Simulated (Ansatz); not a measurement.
RuO₂:
```yaml
crystal:
  lattice:
    - [4.52242, 0.00000, 0.00000]
    - [0.00000, 4.52242, 0.00000]
    - [0.00000, 0.00000, 3.11981]
  atoms:
    - { symbol: Ru, position: [0.50000, 0.50000, 0.50000] }
    - { symbol: Ru, position: [0.00000, 0.00000, 0.00000] }
    - { symbol: O, position: [0.80568, 0.19432, 0.50000] }
    - { symbol: O, position: [0.19432, 0.80568, 0.50000] }
    - { symbol: O, position: [0.30568, 0.30568, 0.00000] }
    - { symbol: O, position: [0.69432, 0.69432, 0.00000] }
```

Relaxed with PBE. Special points in fractions of this cell's reciprocal vectors: Γ (0.000, 0.000, 0.000); X (0.000, 0.500, 0.000); M (0.500, 0.500, 0.000); Z (0.000, 0.000, 0.500); R (0.000, 0.500, 0.500); A (0.500, 0.500, 0.500).

**Question.** List the band energies nearest the Fermi level at these points for DFT-PBE with spin–orbit coupling in the program Ansatz with PAW potentials.

**Answer.** In eV from the Fermi level; about four levels below and three above (degenerate sets whole), none deeper than 8.9 eV; points with the same levels are listed once.

```tsv
k	below	above
Γ	-1.27 -1.27 -0.85 -0.85	1.46 1.46 1.70 1.70
X	-0.33 -0.33 -0.33 -0.33	0.38 0.38 0.38 0.38
M	-1.23 -1.23 -1.23 -1.23	0.80 0.80 0.80 0.80
Z	-0.04 -0.04 -0.04 -0.04	0.85 0.85 0.85 0.85
R	-0.58 -0.58 -0.53 -0.53	1.03 1.03 1.14 1.14
A	-0.47 -0.47 -0.47 -0.47	0.21 0.21 0.21 0.21
```

Space group P4_2/mnm (rutile). The PBE relaxation kept the symmetry of its start. The run is not spin-polarised.

Potentials: the later of the program's two PAW sets.
